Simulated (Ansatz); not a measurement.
Ansatz (a quantum-chemistry and plane-wave program) input:

Ansatz 0.2 input:
```yaml
crystal:
  lattice:
    - [4.0827249423, 0.0, 0.0]
    - [0.0, 4.0827249423, 0.0]
    - [0.0, 0.0, 4.0827249423]
  atoms:
    - { symbol: Ba, position: [0.0, 0.0, 0.0] }
    - { symbol: Sn, position: [0.5, 0.5, 0.5] }
    - { symbol: O, position: [0.0, 0.5, 0.5] }
    - { symbol: O, position: [0.5, 0.5, 0.0] }
    - { symbol: O, position: [0.5, 0.0, 0.5] }
kpoints:
  mp_grid: { grid: [7, 7, 7] }
hamiltonian:
  xc: lda
  pseudopotentials: { kind: paw }
scf:
  occupations: { method: fixed }
elastic: { mode: relaxed_ion, stencil: two_point, amplitude: 0.005, f_tol: 0.0005 }
```

Output (shortened):

```
Pseudopotential: Ba, paw, valence charge 10
Pseudopotential: Sn, paw, valence charge 14
Pseudopotential: O, paw, valence charge 6
Functional definition: SPW92
Crystal: 5 atoms, lattice volume = 68.053 Å³
Basis set: ecut = 420 eV, 1357 PW (Γ)
Bands: 26, of which v1, the nominal top of the filled ones, is band 21 counted from 1 (20 counted from 0)
Symmetry: 48 space group operations
Space group: Pm-3m (ITA 221), of the structure as read, at distance tolerance 4.1e-5 Å
k-points: 20 of 343
SCF 1 converged in 10 iterations: F = -13328.984077 eV  dr2 = 2.95e-14
Crystal: 5 atoms, lattice volume = 67.713 Å³
Symmetry: 16 space group operations
k-points: 40 of 343
SCF 2 converged in 10 iterations: F = -13328.982542 eV  dr2 = 1.94e-15
Crystal: 5 atoms, lattice volume = 68.394 Å³
SCF 3 converged in 8 iterations: F = -13328.982517 eV  dr2 = 1.85e-14
Crystal: 5 atoms, lattice volume = 68.053 Å³
Symmetry: 8 space group operations
k-points: 64 of 343
SCF 4 converged in 9 iterations: F = -13328.983648 eV  dr2 = 1.21e-14
Crystal: 5 atoms, lattice volume = 68.053 Å³
SCF 5 converged in 7 iterations: F = -13328.983648 eV  dr2 = 2.17e-14
SCF converged after 10 iterations
Free energy (F): -13328.984077 eV
Harris-Foulkes:  -13328.984077 eV  (|F-HF|=1.82e-12)
Internal energy: -13328.984077 eV  (E = F + TS)
E sigma→0 (E₀):  -13328.984077 eV
Fermi energy:    10.167362 eV
--- Per-component energies (eV) ---
  E_band       = -14.308224
  E_kinetic    = 888.066002
  E_local      = -2029.035967  (includes V_loc(G=0)·N_el)
  E_nonlocal   = 185.625360
  E_hartree    = 990.053115
  E_xc         = -763.906148
  E_vxc        = -515.871558  (∫ρ·V_xc dr)
  E_paw        = -9506.418790  (= ΣΔE_a)
  E_vpaw       = -523.205804  (= ΣTr[D̂ρ^β])
  E_aug_tail   = 0.007517  (compensation charges beyond the density's cutoff)
  E_ewald      = -3094.373343
  E_core_change = 0.998178  (= ΣΔE_core)
  E_smearing   =  0.000000  (= −TS)
  E_closure    = 0.000000  (closes the sum)
  Σ components = -13328.984077   (vs F -13328.984077, Δ=0.00e0)
--- Forces (eV/Å), atoms counted from 1 ---
  atom   1  Ba     0.00000000     0.00000000     0.00000000
  atom   2  Sn     0.00000000     0.00000000     0.00000000
  atom   3  O      0.00000000     0.00000000     0.00000000
  atom   4  O      0.00000000     0.00000000     0.00000000
  atom   5  O      0.00000000     0.00000000     0.00000000
  max |Σ_I F_I| component: 0.0 eV/Å
--- Stress (GPa, compression-positive) ---
        0.000076       0.000000       0.000000
        0.000000       0.000076       0.000000
        0.000000       0.000000       0.000076
  P = ⅓ Tr σ = 0.0001 GPa (0.001 kbar)
--- Band table (eV; the first three rows and the last of 20) ---
  k-point 0: bands = ["-14.4674", "-10.2778", "-10.2778", "-9.3827", "-9.3827", "-9.3827", "-7.3509", "-4.1535", "-4.1535", "0.3030", "0.3030", "0.3030", "5.5936", "5.5936", "5.5936", "9.1100", "9.1100", "9.1100", "9.7540", "9.7540", "9.7540", "11.3683", …
  k-point 1: bands = ["-14.4491", "-10.2770", "-10.2208", "-9.3870", "-9.3870", "-9.3826", "-7.3217", "-4.4592", "-4.1485", "0.3509", "0.3509", "0.4156", "5.5618", "5.5618", "5.5635", "8.9542", "9.0484", "9.0484", "9.2567", "9.6794", "9.6794", "12.1654", …
  k-point 2: bands = ["-14.4074", "-10.2751", "-10.0910", "-9.3967", "-9.3967", "-9.3822", "-7.1883", "-5.1688", "-4.1372", "0.4636", "0.4636", "0.6140", "5.4701", "5.4701", "5.5634", "8.5250", "8.6407", "8.9667", "8.9667", "9.4926", "9.4926", "13.7108", …
  k-point 19: bands = ["-14.2519", "-9.7152", "-9.7152", "-9.4278", "-9.4278", "-9.4255", "-6.2045", "-5.9924", "-5.9924", "-0.0986", "-0.0986", "-0.0194", "1.2840", "8.5902", "8.7590", "8.7590", "9.3411", "9.3411", "10.0875", "10.0875", "10.1674", "15.7104", …
--- Elastic constants: 2 strain directions × 2 members + reference (group order 48) ---
  dense FFT box of the reference and of every strained cell: 30×30×30
  strains applied: 11, 23; error gains: componentwise 1.00 (the most a stress slope's error grows in a printed constant), spectral 1.73 (1 for all six strains …
  C = ∂σ_k/∂η_j (tension-positive GPa; Voigt order 11 22 33 23 13 12):
       312.124     93.575     93.575      0.000      0.000      0.000
        93.575    312.124     93.575      0.000      0.000      0.000
        93.575     93.575    312.124      0.000      0.000      0.000
         0.000      0.000      0.000    100.230      0.000      0.000
         0.000      0.000      0.000      0.000    100.230      0.000
         0.000      0.000      0.000      0.000      0.000    100.230
  reference stress σ⁰ (GPa):      0.000      0.000      0.000      0.000      0.000      0.000
  moduli (Voigt/Reuss/Hill, GPa): K = 166.42/166.42/166.42   G = 103.85/103.66/103.76   E = 257.71   ν = 0.242
  mechanically stable: yes (min eigenvalue of sym C = 100.23 GPa)
  strain η (Voigt 11):  stress-route row diagonal C_11 = 312.12 GPa, energy-path curvature d²(F+E_count+ΔE)/dδ²/Ω₀ = 312.40 GPa
         δ    σ_11 (GPa)             F (eV)   n_scf  n_hpsi   n_pw
    -5.000e-3      -1.5992      -13328.9825423      10   22085   1357   relax 0 steps, max|allowed force component| 0.0 eV/Å
     5.000e-3       1.5220      -13328.9825168       8   19002   1357   relax 0 steps, max|allowed force component| 0.0 eV/Å
  strain η (Voigt 23):  stress-route row diagonal C_44 = 100.23 GPa, energy-path curvature d²(F+E_count+ΔE)/dδ²/Ω₀ = 100.12 GPa
         δ    σ_23 (GPa)             F (eV)   n_scf  n_hpsi   n_pw
    -5.000e-3      -0.5012      -13328.9836475       9   33226   1357   relax 0 steps, max|allowed force component| 0.0 eV/Å
     5.000e-3       0.5012      -13328.9836475       7   27805   1357   relax 0 steps, max|allowed force component| 0.0 eV/Å
```

Cost: about 27 core-seconds (a rough figure) on shared cores.

Symmetry was held in the LDA relaxation; phonons on a q-mesh show no instability. Spin–orbit coupling is left out wherever it is not named.

Potentials: the later of the program's two PAW sets.

Ansatz is a plane-wave DFT program.
